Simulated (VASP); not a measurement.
# MoS2 (R3m) in VASP: further runs

The runs below take MoS2 through single point, with LDA, PBE+D4.

Program: VASP 6.6.1. These are calculated values, not measurements. Logs are shortened: lines on timing, memory, paths and dates and some standing lists are left out, and cuts for length are marked.

## (1) The crystal as given

The structure is trigonal, space group R3m (No. 160). The conventional cell has a = 3.160 Å, b = 3.160 Å, c = 18.450 Å, α = 90.00°, β = 90.00°, γ = 120.00°. Around Mo (site symmetry 3m) lie 6 S at 2.39 Å. Around S (site symmetry 3m) lie 3 Mo at 2.39 Å. Around S (site symmetry 3m) lie 3 Mo at 2.39 Å.

Measurements of this composition are mostly on another form, of space group No. 194.

## (2) Single point, LDA

INCAR

```
SYSTEM = MoS2
ALGO = Fast
EDIFF = 1E-6
ENCUT = 520
GGA = CA
ISIF = 2
ISMEAR = -1
LASPH = .TRUE.
LCHARG = .TRUE.
LELF = .TRUE.
LREAL = .FALSE.
LVHAR = .TRUE.
LWAVE = .FALSE.
NBANDS = 20
NELM = 100
PREC = Accurate
SIGMA = 0.1
```

KPOINTS

```
k-points
0
G
  10 10 10
  0 0 0
```

POSCAR

```
MoS2
1.0
    1.5800000000      0.9122134253      6.1500000000
   -1.5800000000      0.9122134253      6.1500000000
    0.0000000000     -1.8244268506      6.1500000000
Mo S
1 2
Direct
    0.0000000000      0.0000000000      0.0000000000
    0.4170000000      0.4170000000      0.4170000000
    0.2500000000      0.2500000000      0.2500000000
```

Potentials or basis: VASP PAW LDA potentials, release 64 (Mo_sv, S).

Run with:

```
$ cat potpaw_LDA.64/Mo_sv/POTCAR potpaw_LDA.64/S/POTCAR > POTCAR
$ mpirun -np 1 vasp_std > vasp.out
```

OUTCAR:

```text
SYSTEM = MoS2
   EDIFF = 1E-6
   ENCUT = 520
   GGA = CA
   ISIF = 2
   ISMEAR = -1
   LASPH = .TRUE.
   LREAL = .FALSE.
   NELM = 100
   PREC = Accurate

 ion  position               nearest neighbor table
   1  0.000  0.000  0.000-   3 2.39   3 2.39   3 2.39   2 2.39   2 2.39   2 2.39
   2  0.417  0.417  0.417-   1 2.39   1 2.39   1 2.39
   3  0.250  0.250  0.250-   1 2.39   1 2.39   1 2.39

  LATTYP: Found a trigonal (rhomboedric) cell.
 ALAT       =     6.4149071181
 COS(alpha) =     0.8786713335

  Lattice vectors:

 A1 = (   1.5800000000,   0.9122134253,   6.1500000000)
 A2 = (  -1.5800000000,   0.9122134253,   6.1500000000)
 A3 = (   0.0000000000,  -1.8244268506,   6.1500000000)

Analysis of symmetry for initial positions (statically):
=====================================================================
 Subroutine PRICEL returns:
 Original cell was already a primitive cell.

 Routine SETGRP: Setting up the symmetry group for a
 trigonal (rhombohedral) supercell.

 Subroutine GETGRP returns: Found  6 space group operations
 (whereof  6 operations were pure point group operations)
 out of a pool of 12 trial point group operations.

The static configuration has the point symmetry C_3v.

Analysis of symmetry for dynamics (positions and initial velocities):
=====================================================================
 Subroutine PRICEL returns:
 Original cell was already a primitive cell.

 Routine SETGRP: Setting up the symmetry group for a
 trigonal (rhombohedral) supercell.

 Subroutine GETGRP returns: Found  6 space group operations
 (whereof  6 operations were pure point group operations)
 out of a pool of 12 trial point group operations.

The dynamic configuration has the point symmetry C_3v.

 Subroutine INISYM returns: Found  6 space group operations
 (whereof  6 operations are pure point group operations),
 and found     1 'primitive' translations

----------------------------------------------------------------------------------------

                                     Primitive cell

  volume of cell :      53.1839

  direct lattice vectors                    reciprocal lattice vectors
     1.580000000  0.912213425  6.150000000     0.316455696  0.182705781  0.054200542
    -1.580000000  0.912213425  6.150000000    -0.316455696  0.182705781  0.054200542
     0.000000000 -1.824426851  6.150000000     0.000000000 -0.365411563  0.054200542

  length of vectors
     6.414907118  6.414907118  6.414907118     0.369409406  0.369409406  0.369409406

  position of ions in fractional coordinates (direct lattice)
     0.000000000  0.000000000  0.000000000
     0.417000000  0.417000000  0.417000000
     0.250000000  0.250000000  0.250000000

  ion indices of the primitive-cell ions
   primitive index   ion index
                 1           1
                 2           2
                 3           3

----------------------------------------------------------------------------------------

 KPOINTS: k-points

Automatic generation of k-mesh.
 Grid dimensions read from file:
 generate k-points for:   10   10   10

 Generating k-lattice:

  Cartesian coordinates                     Fractional coordinates (reciprocal lattice)
     0.031645570  0.018270578  0.005420054     0.100000000  0.000000000  0.000000000
    -0.031645570  0.018270578  0.005420054     0.000000000  0.100000000  0.000000000
     0.000000000 -0.036541156  0.005420054     0.000000000  0.000000000  0.100000000

  Length of vectors
     0.036940941  0.036940941  0.036940941

  Shift w.r.t. Gamma in fractional coordinates (k-lattice)
     0.000000000  0.000000000  0.000000000

 Subroutine IBZKPT returns following result:
 ===========================================

 Found    116 irreducible k-points:

 Following reciprocal coordinates:
            Coordinates               Weight
  0.000000  0.000000  0.000000      1.000000
  0.100000 -0.000000  0.000000      6.000000
  0.200000 -0.000000  0.000000      6.000000
  0.300000 -0.000000 -0.000000      6.000000
  0.400000 -0.000000 -0.000000      6.000000
  0.500000 -0.000000 -0.000000      3.000000
[... 16 lines left out ...]
  0.300000  0.300000  0.000000      6.000000
  0.400000  0.300000  0.000000     12.000000
 [... further k-points ...]
   k-points           NKPTS =    116   k-points in BZ     NKDIM =    116   number of bands    NBANDS=     20
   number of dos      NEDOS =    301   number of ions     NIONS =      3
   total plane-waves  NPLWV = 110592
   dimension x,y,z NGX =    48 NGY =   48 NGZ =   48
   dimension x,y,z NGXF=    96 NGYF=   96 NGZF=   96
   ions per type =               1   2
   NGX,Y,Z   is equivalent  to a cutoff of  12.44, 12.44, 12.44 a.u.
   NGXF,Y,Z  is equivalent  to a cutoff of  24.88, 24.88, 24.88 a.u.
 SYSTEM =  MoS2
   PREC   = accura    normal or accurate (medium, high low for compatibility)
   ISTART =      0    job   : 0-new  1-cont  2-samecut
   ICHARG =      2    charge: 1-file 2-atom 10-const
   ISPIN  =      1    spin polarized calculation?
   LNONCOLLINEAR =      F non collinear calculations
   LSORBIT =      F    spin-orbit coupling
   LASPH  =      T    aspherical Exc in radial PAW
   ENCUT  =  520.0 eV  38.22 Ry    6.18 a.u.  11.93 11.93 11.93*2*pi/ulx,y,z
   NELM   =    100;   NELMIN=  2; NELMDL= -5     # of ELM steps
   EDIFF  = 0.1E-05   stopping-criterion for ELM
   LREAL  =      F    real-space projection
   EDIFFG = 0.1E-04   stopping-criterion for IOM
   NSW    =      0    number of steps for IOM
   IBRION =     -1    ionic relax: 0-MD 1-quasi-New 2-CG
   NFREE  =      0    steps in history (QN), initial steepest desc. (CG)
   ISIF   =      2    stress and relaxation
   ISYM   =      2    0-nonsym 1-usesym 2-fastsym
   POTIM  = 0.5000    time-step for ionic-motion
   TEBEG  =    0.0;   TEEND  =   0.0 temperature during run
   PSTRESS=    0.0 pullay stress
   NELECT =      26.0000    total number of electrons
   NUPDOWN=      -1.0000    fix difference up-down
   EMIN   =  10.00;   EMAX   =-10.00  energy-range for DOS
   EFERMI =   0.00;   METHOD = LEGACY
   ISMEAR =    -1;   SIGMA  =   0.10  broadening in eV -4-tet -1-fermi 0-gaus
   EFERMI_NEDOS =   21; number of points for ismear=-14 and -15
   IALGO  =     68    algorithm
   IMIX   =      4    mixing-type and parameters
     AMIX     =   0.40;   BMIX     =  1.00
     AMIX_MAG =   1.60;   BMIX_MAG =  1.00
  volume/ion in A,a.u.               =      17.73       119.63
  Fermi-wavevector in a.u.,A,eV,Ry     =   1.289652  2.437089 22.629252  1.663203
  Thomas-Fermi vector in A             =   2.421532
   LORBIT       =      0    0 simple, 1 ext, 2 COOP (PROOUT), +10 PAW based schemes
   GGA     = CA    functional components
   LHFCALC =     F    Hartree Fock is set to
   AEXX    =    0.0000 exact exchange contribution
   IVDW    =     0    specifies the selected vdW correction
   LEPSILON=     F    determine dielectric tensor
   LRPA    =     F    only Hartree local field effects (RPA)
 non-spin polarized calculation
 RMM-DIIS sequential band-by-band and
  energy-cutoff  :      520.00
  volume of cell :       53.18
 maximum number of plane-waves:      1448
   NGX = 23   NGY = 23   NGZ = 23

 number of electron      25.9999998 magnetization

 Free energy of the ion-electron system (eV)
  ---------------------------------------------------
  ext. energy  EPLUGINS =         0.00000000
  ---------------------------------------------------
  free energy    TOTEN  =       -24.46146759 eV

  energy without entropy =      -24.46105464  energy(sigma->0) =      -24.46126112

 E-fermi :   7.8461     XC(G=0): -11.1294

 val. band max:        7.5271215776   @ k =   0.5000   0.5000   0.5000
 cond. band min:       8.4140984132   @ k =  -0.2000   0.2000   0.0000
 fundamental gap:      0.8869768355
 Fermi energy:         7.8461469333

 k-point     1 :       0.0000    0.0000    0.0000
  band No.  band energies     occupation
      1     -53.7034      2.00000
      2     -28.0720      2.00000
      3     -27.8277      2.00000
      4     -27.8277      2.00000
      5      -7.5429      2.00000
      6      -5.7930      2.00000
[... 12 lines left out ...]
     19      15.5420      0.00000
     20      15.8285      0.00000

 k-point     2 :       0.1000   -0.0000    0.0000
  band No.  band energies     occupation
      1     -53.6993      2.00000
      2     -28.0639      2.00000
      3     -27.8685      2.00000
      4     -27.8369      2.00000
      5      -7.3856      2.00000
      6      -5.7467      2.00000
[... 12 lines left out ...]
     19      15.9049      0.00000
     20      16.1996      0.00000

 k-point     3 :       0.2000   -0.0000    0.0000
  band No.  band energies     occupation
      1     -53.6885      2.00000
      2     -28.0429      2.00000
      3     -27.9740      2.00000
      4     -27.8610      2.00000
      5      -6.9478      2.00000
      6      -5.6175      2.00000
[... 12 lines left out ...]
     19      16.0753      0.00000
     20      16.4817      0.00000

 k-point     4 :       0.3000   -0.0000   -0.0000
  band No.  band energies     occupation
      1     -53.6752      2.00000
      2     -28.1020      2.00000
      3     -28.0167      2.00000
      4     -27.8905      2.00000
      5      -6.3361      2.00000
      6      -5.4397      2.00000
[... 12 lines left out ...]
     19      15.1481      0.00000
     20      15.6531      0.00000

 k-point     5 :       0.4000   -0.0000   -0.0000
  band No.  band energies     occupation
      1     -53.6644      2.00000
      2     -28.2038      2.00000
      3     -27.9955      2.00000
      4     -27.9143      2.00000
      5      -5.7513      2.00000
      6      -5.2796      2.00000
[... 12 lines left out ...]
     19      14.3949      0.00000
     20      14.9281      0.00000
[... 353 lines left out ...]
      6      -5.1780      2.00000
[... 12 lines left out ...]
     19      15.4750      0.00000
     20      16.4363      0.00000

 k-point    22 :      -0.2000    0.2000    0.0000
  band No.  band energies     occupation
      1     -53.6690      2.00000
      2     -28.1237      2.00000
      3     -28.0046      2.00000
      4     -27.9424      2.00000
      5      -6.0376      2.00000
      6      -5.3203      2.00000
[... 12 lines left out ...]
     19      15.5824      0.00000
     20      16.4653      0.00000

 k-point    23 :       0.3000    0.3000    0.0000
  band No.  band energies     occupation
      1     -53.6752      2.00000
      2     -28.1020      2.00000
      3     -28.0167      2.00000
      4     -27.8905      2.00000
      5      -6.2883      2.00000
      6      -5.5078      2.00000
[... 12 lines left out ...]
     19      15.3177      0.00000
     20      16.0363      0.00000

 k-point    24 :       0.4000    0.3000    0.0000
  band No.  band energies     occupation
      1     -53.6677      2.00000
      2     -28.1556      2.00000
      3     -28.0021      2.00000
      4     -27.9246      2.00000
      5      -5.8940      2.00000
      6      -5.3956      2.00000
[... 12 lines left out ...]
     19      15.1061      0.00000
     20      16.0147      0.00000

 [... further k-points ...]

------------------------ aborting loop because EDIFF is reached ----------------------------------------

  FORCE on cell =-STRESS in cart. coord.  units (eV):
  Direction    XX          YY          ZZ          XY          YZ          ZX
  --------------------------------------------------------------------------------------
  -------------------------------------------------------------------------------------
  Total       -1.0386163     -1.0386163     -0.2242174      0.0000000      0.0000000     -0.0000000
  in kB      -31.2885752    -31.2885752     -6.7546040      0.0000000      0.0000000     -0.0000000
  external PRESSURE =     -23.1105848 kB  Pullay stress =       0.0000000 kB

 VOLUME and BASIS-vectors are now :
 -----------------------------------------------------------------------------
  energy-cutoff  :      520.00
  volume of cell :       53.18
      direct lattice vectors                 reciprocal lattice vectors
     1.580000000  0.912213425  6.150000000     0.316455696  0.182705781  0.054200542
    -1.580000000  0.912213425  6.150000000    -0.316455696  0.182705781  0.054200542
     0.000000000 -1.824426851  6.150000000     0.000000000 -0.365411563  0.054200542

 POSITION                                       TOTAL-FORCE (eV/Angst)
 -----------------------------------------------------------------------------------
      0.00000      0.00000      0.00000         0.000000      0.000000      0.083393
      0.00000      0.00000      7.69365         0.000000      0.000000      0.013000
      0.00000      0.00000      4.61250         0.000000      0.000000     -0.096393
 -----------------------------------------------------------------------------------
    total drift:                                0.000000     -0.000000     -0.000031

  FREE ENERGIE OF THE ION-ELECTRON SYSTEM (eV)
  ---------------------------------------------------
  free  energy   TOTEN  =       -24.4614675950 eV

  energy  without entropy=      -24.4610546404  energy(sigma->0) =      -24.46126112
```

Run time: 3.8 min. Hardware: 1 thread of Intel Xeon 6975P-C (Granite Rapids), shared host; peak memory 0.32 GiB.

What came out:

```
Free energy            : -24.4615 eV
Pressure               : -2.3 GPa
Largest force          : 0.096 eV/Å
Band gap on the k mesh : 0.89 eV, indirect (least direct gap 1.96 eV)
```

Forces on the atoms (eV/Å):
```
Mo   0.000  0.000  0.083
S    0.000  0.000  0.013
S    0.000  0.000 -0.096
```

## (3) Single point, PBE+D4

INCAR

```
PREC     = Accurate       # precision mode
ENCUT    = 520            # plane-wave cutoff, eV
EDIFF    = 1E-7           # SCF threshold, eV
ISMEAR   = 0              # smearing method
SIGMA    = 0.01           # smearing width, eV
LREAL    = False          # projectors in reciprocal space
LASPH    = True           # aspherical terms in the spheres
NELM     = 80             # most SCF steps
ALGO     = Fast           # electronic algorithm
ISIF     = 2              # what is computed and relaxed
LWAVE    = False          # write WAVECAR
LCHARG   = False          # write CHGCAR
GGA      = PE             # functional
IVDW     = 13             # dispersion correction
NBANDS   = 20             # bands
```

KPOINTS

```
regular mesh
0
Gamma
  10 10 10
```

POSCAR

```
MoS2
1.0
    6.4149071200      0.0000000000      0.0000000000
    5.6365949933      3.0626508517      0.0000000000
    5.6365949933      1.4324291109      2.7070236574
Mo S
1 2
Direct
    0.0000000000      0.0000000000      0.0000000000
    0.4170000000      0.4170000000      0.4170000000
    0.2500000000      0.2500000000      0.2500000000
```

Potentials or basis: VASP PAW PBE potentials, release 64 (Mo_sv, S).

Run with:

```
$ cat potpaw_PBE.64/Mo_sv/POTCAR potpaw_PBE.64/S/POTCAR > POTCAR
$ mpirun -np 1 vasp_std > vasp.out
```

It took 3.6 min on 1 thread of Intel Xeon 6975P-C (Granite Rapids), shared host; peak memory 0.39 GiB.

The run converged. Its results:

* Free energy: -23.0804 eV
* Pressure: 1.6 GPa
* Largest force: 0.485 eV/Å
* Band gap on the k mesh: 0.97 eV, indirect (least direct gap 1.96 eV)
* Dispersion energy per atom: -0.430 eV

Forces on the atoms (eV/Å):
```
Mo   0.085  0.022  0.013
S    0.380  0.097  0.058
S   -0.465 -0.118 -0.071
```

Stress tensor (GPa, compression positive):
```
2.86 0.51 0.31
0.51 0.99 0.08
0.31 0.08 0.91
```

Levels at points of the mesh, in eV from the valence-band top:
```
           k point  band 9  band 10  band 11  band 12  band 13  band 14  band 15  band 16  band 17  band 18
(0.00, 0.00, 0.00)   -3.47    -2.34    -2.34    -1.27    -1.17     2.03     2.03     2.45     2.45     5.51
(0.50, 0.00, 0.00)   -5.07    -4.06    -2.37    -1.67    -1.49     1.59     2.02     3.49     3.50     5.29
(0.50, 0.50, 0.00)   -4.78    -3.99    -2.93    -1.85    -1.32     1.54     2.14     3.03     3.92     6.02
(0.50, 0.50, 0.50)   -3.48    -3.48    -2.31    -2.31     0.00     2.12     2.12     2.31     2.31     5.60
```

A k mesh can miss the band edges. As with any semilocal functional, this PBE gap is likely too small.
